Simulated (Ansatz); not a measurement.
Ru under changes of volume

One of the cells (13.575 Å³/atom); the others are scaled copies at fixed shape and fractional positions:

```
CELL_PARAMETERS angstrom
2.70580 0.00000 0.00000
-1.35290 2.34329 0.00000
0.00000 0.00000 4.28190
ATOMIC_POSITIONS crystal
Ru 0.66667 0.33333 0.75000
Ru 0.33333 0.66667 0.25000
```

| Quantity | Value |
| --- | --- |
| Program | Ansatz 0.2.0 |
| Functional | HSE03 |
| Potentials or basis | Ansatz PAW |
| Cutoff | 420 eV (not typed: the program's choice for these potentials) |
| k mesh | 6 × 6 × 3 |
| Occupations | fermi-dirac, width 0.05 eV |
| Spin | no spin polarisation |

| volume (Å³/atom) | energy over the lowest point (meV/atom) | pressure (GPa) |
| --- | --- | --- |
| 12.760 | 23.00 | 15.3 |
| 13.032 | 4.60 | 6.7 |
| 13.303 | 0.00 | -1.0 |
| 13.575 | 7.67 | -7.8 |
| 13.846 | 26.20 | -13.8 |
| 14.118 | ? | ? |
| 14.389 | 91.07 | -23.9 |

Task: What does the run at 14.118 Å³/atom give?

Result: Energy over the lowest point 54.36 meV/atom; pressure -19.2 GPa.

Worked out: A Birch-Murnaghan fit of order 3 (a polynomial in V^(-2/3)) to the other rows has its minimum at 13.26 Å³/atom with B0 = V·E''(V) = 359 GPa and B' = 4.8 at fixed shape and positions, which overstates the stiffness. It gives 54.41 meV/atom at 14.118 Å³/atom, against the run's 54.36, and -dE/dV = -19.3 GPa, against -19.2.

Energies are extrapolated to zero smearing.

Caveats: all runs use coarse meshes; the PAW data sets come from PBE, with cores solved anew for the run's functional, which leaves a small shift of forces and pressure; the thresholds are loose for stress.
